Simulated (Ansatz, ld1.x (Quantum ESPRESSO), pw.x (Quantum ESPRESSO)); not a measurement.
C (fcc): variants of one TM potential in the solid

```
Element                 : C
Generator               : ld1.x (Quantum ESPRESSO) 7.5
Type                    : norm-conserving Troullier–Martins (Kleinman–Bylander form)
Functional              : PBE
Relativity              : scalar-relativistic
Frozen core             : [He]
Valence charge          : 4
Reference configuration : 2s2 2p2
Partial waves           : 2s (bound): rc 0.90 bohr; 2p (bound): rc 2.00 bohr; 3d channel at 0.5 Ry: rc 1.75 bohr
Local potential         : the d channel
Core correction         : none
```

Crystal test: fcc C in pw.x 7.5, no spin, 18³ k-points, Fermi–Dirac smearing 0.01 Ry, cutoffs set for each file from its atomic test. The reference is all-electron LAPW (Ansatz 0.2.0) with the same functional, mesh and smearing; V0 and B0 come from Birch–Murnaghan fits to the pressures at five volumes. Errors are pseudo minus all-electron; Δ is the rms difference of the E(V) curves that follow from these fits, minima aligned, over ±6 % about the mean V0. Mesh and smearing are coarse, so the numbers serve the comparison and aren't converged zero-temperature values; the lattice is a test structure that the element need not adopt.

All-electron: a0 = 3.083 Å (V0 = 7.33 Å³/atom), B0 = 151.8 GPa.

| change | cutoffs (Ry) | pw.x | a0 (Å) | a0 error (%) | B0 error (%) | Δ (meV/atom) | mean pressure error (GPa) |
| --- | --- | --- | --- | --- | --- | --- | --- |
| base | 135/540 | converged | 3.088 | +0.18 | -1.6 | 1.3 | +0.78 |
| wave 3d channel at 0.5 Ry: rc 1.75 bohr becomes 3d channel at 0.5 Ry: rc 1.28 bohr | 135/540 | converged | 3.088 | +0.16 | -1.5 | 1.1 | +0.69 |
| wave 3d channel at 0.5 Ry: rc 1.75 bohr becomes 3d channel at 0.5 Ry: rc 1.54 bohr | 135/540 | converged | 3.088 | +0.16 | -1.5 | 1.1 | +0.70 |
| wave 3d channel at 0.5 Ry: rc 1.75 bohr becomes 3d channel at 0.5 Ry: rc 1.88 bohr | 135/540 | converged | 3.088 | +0.17 | -1.6 | 1.2 | +0.77 |
| wave 3d channel at 0.5 Ry: rc 1.75 bohr becomes 3d channel at 0.5 Ry: rc 2.56 bohr | 135/540 | converged | 3.093 | +0.33 | -2.4 | 2.3 | +1.43 |

Problem. Give the row for: wave 3d channel at 0.5 Ry: rc 1.75 bohr becomes 3d channel at 0.5 Ry: rc 2.14 bohr.

Solution. pw.x: converged; mean pressure error (GPa): +0.87; a0 (Å): 3.089; a0 error (%): +0.20; B0 error (%): -1.6; Δ (meV/atom): 1.4.
